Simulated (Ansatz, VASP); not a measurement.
Pt in VASP and in Ansatz

INCAR

```
SYSTEM = Pt
ALGO     = Normal         ! electronic algorithm
EDIFF    = 1E-6           ! SCF threshold, eV
EDIFFG   = -0.005         ! ionic threshold
ENCUT    = 600            ! plane-wave cutoff, eV
GGA      = PE             ! functional
IBRION   = 2              ! ionic algorithm
ISIF     = 3              ! what is computed and relaxed
ISMEAR   = 0              ! smearing method
IVDW     = 12             ! dispersion correction
LASPH    = .True.         ! aspherical terms in the spheres
LCHARG   = .False.        ! write CHGCAR
LREAL    = .False.        ! projectors in reciprocal space
LWAVE    = .False.        ! write WAVECAR
NELM     = 100            ! most SCF steps
NSW      = 100            ! ionic steps
PREC     = Accurate       ! precision mode
SIGMA    = 0.1            ! smearing width, eV
```

The input KPOINTS:

```
k-points
0
Gamma
  18 18 18
  0 0 0
```

Contents of POSCAR:

```
Pt
1.0
    0.0000000000      1.9609000000      1.9609000000
    1.9609000000      0.0000000000      1.9609000000
    1.9609000000      1.9609000000      0.0000000000
Pt
1
Direct
    0.0000000000      0.0000000000      0.0000000000
```

Input for Ansatz:

```yaml
crystal:
  lattice:
    - [0.0, 1.9609, 1.9609]
    - [1.9609, 0.0, 1.9609]
    - [1.9609, 1.9609, 0.0]
  atoms:
    - { symbol: Pt, position: [0.0, 0.0, 0.0] }
basis:
  ecutwfc: 420
kpoints:
  mp_grid: { grid: [18, 18, 18] }
hamiltonian:
  xc: pbe
  dispersion: d3bj
scf:
  occupations: { method: gaussian, width: 0.1 }
output:
  forces: true
  stress: true
  eigenvalues: true
relax:
  adjacent_minimum: "off"
  f_tol: 0.005
  max_steps: 80
  cell: { stress_tol: 0.05 }
```

Alike in both runs: task relaxation of cell and atoms; functional PBE; dispersion D3(BJ); k mesh 18 × 18 × 18; occupations gaussian, width 0.1 eV; no spin polarisation.

```csv
,VASP,Ansatz
version,VASP 6.6.1,Ansatz 0.2.0
potentials or method,"VASP PAW PBE potentials, release 64 (Pt)","scalar-relativistic, plane waves, PAW"
plane-wave cutoff (eV),600,420
valence electrons in the cell,10,18
```

Ansatz gave:

| Property | Result |
| --- | --- |
| gap on the k mesh at the Fermi level, each at its own relaxed structure (eV) | none |
| relaxed volume (Å³/atom) | 15.16 |
| relaxed cell length with the largest relative difference (Å) | 2.778 |

Question: What did VASP give for the same quantities?

Answer: gap on the k mesh at the Fermi level, each at its own relaxed structure (eV): none; relaxed volume (Å³/atom): 15.13; relaxed cell length with the largest relative difference (Å): 2.776.

A gap of «none» marks a metal or a gap that the smearing closes. The two sets of potentials don't hold the same shells in valence.

Caveats: pairwise dispersion overbinds metals, which lowers pressure and volume. The runs have no spin-orbit coupling, so splittings on Pt are missing. Zero-point motion and thermal expansion aren't in these numbers.
